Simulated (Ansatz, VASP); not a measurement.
# AlNi: VASP beside Ansatz

Contents of INCAR:

```
ALGO     = Normal         # electronic algorithm
EDIFF    = 1E-6           # SCF threshold, eV
ENCUT    = 520            # plane-wave cutoff, eV
GGA      = PE             # functional
ISIF     = 2              # what is computed and relaxed
ISMEAR   = 0              # smearing method
ISPIN    = 2              # spin polarisation
LASPH    = T              # aspherical terms in the spheres
LCHARG   = F              # write CHGCAR
LMAXMIX  = 4              # l up to which the mixer works
LORBIT   = 11             # projections on sites
LREAL    = F              # projectors in reciprocal space
LWAVE    = F              # write WAVECAR
MAGMOM   = 1 0            # initial moments
NBANDS   = 18             # bands
NELM     = 150            # most SCF steps
PREC     = Accurate       # precision mode
SIGMA    = 0.022          # smearing width, eV
```

Contents of KPOINTS:

```
k-points
0
Gamma
  9 9 9
```

POSCAR

```
AlNi
1.0
    2.8810000000      0.0000000000      0.0000000000
    0.0000000000      2.8810000000      0.0000000000
    0.0000000000      0.0000000000      2.8810000000
Ni Al
1 1
Direct
    0.5000000000      0.5000000000      0.5000000000
    0.0000000000      0.0000000000      0.0000000000
```

File input.yaml:

```yaml
crystal:
  lattice:
    - [2.881, 0.0, 0.0]
    - [0.0, 2.881, 0.0]
    - [0.0, 0.0, 2.881]
  atoms:
    - { symbol: Ni, position: [0.5, 0.5, 0.5], spin: 1.0 }
    - { symbol: Al, position: [0.0, 0.0, 0.0] }
kpoints:
  mp_grid: { grid: [9, 9, 9] }
scf:
  occupations: { method: gaussian, width: 0.022 }
hamiltonian:
  xc: pbe
  pseudopotentials: { kind: all_electron, lapw: { basis_error: 0.001 } }
magnetization:
  spin_polarized: true
output:
  forces: true
  stress: true
  eigenvalues: true
```

Alike in both runs: task single point; functional PBE; k mesh 9 × 9 × 9; occupations gaussian, width 0.022 eV; collinear spin.

|  | VASP | Ansatz |
| --- | --- | --- |
| version | VASP 6.6.1 | Ansatz 0.2.0 |
| potentials or method | VASP PAW PBE potentials, release 64 (Ni, Al) | all-electron LAPW, scalar-relativistic |
| plane-wave cutoff (eV) | 520 | see its input |

```tsv
	VASP	Ansatz	Ansatz less VASP
gap on the k mesh at the Fermi level (eV)	none	none	-
pressure (GPa)	1.9	1.9	-0.04
net moment per atom (μB)	0.00	0.00	0.000
```

A gap of «none» marks a metal or a gap that the smearing closes. Ansatz ran all-electron here, so the differences hold the error of VASP's frozen core and of both bases.

Caveats: the starting moments weren't kept (Ansatz).
